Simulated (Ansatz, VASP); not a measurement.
**One calculation of TiH6, two programs**

```xyz
7
Lattice="3.2638 0.0000 0.0000 0.0000 3.2638 0.0000 0.0000 0.0000 3.2638" Properties=species:S:1:pos:R:3 pbc="T T T"
Ti    0.0000    0.0000    0.0000
H     1.6319    1.6319    0.4711
H     1.6319    1.6319    2.7927
H     0.4711    1.6319    1.6319
H     2.7927    1.6319    1.6319
H     1.6319    0.4711    1.6319
H     1.6319    2.7927    1.6319
```

Change from the starting cell: species swapped into the ErB6 type (Pm-3m, No. 221).

Alike in both runs: functional PBE; k mesh 12 × 12 × 12; occupations gaussian, width 0.1 eV; no spin polarisation.

Ansatz relaxed the structure, and its values are those at the end. VASP's run is a single point on that final structure, the one shown.

```csv
,VASP,Ansatz
version,VASP 6.6.1,Ansatz 0.2.0
potentials or method,"VASP PAW PBE potentials, release 64 (Ti_sv, H)","scalar-relativistic, plane waves, PAW"
plane-wave cutoff (eV),520,420
valence electrons in the cell,18,18
```

|  | VASP | Ansatz | Ansatz less VASP |
| --- | --- | --- | --- |
| gap on the k mesh at the Fermi level (eV) | none | none | - |
| pressure (GPa) | -0.3 | 0.0 | +0.26 |

A gap of «none» marks a metal or a gap that the smearing closes.
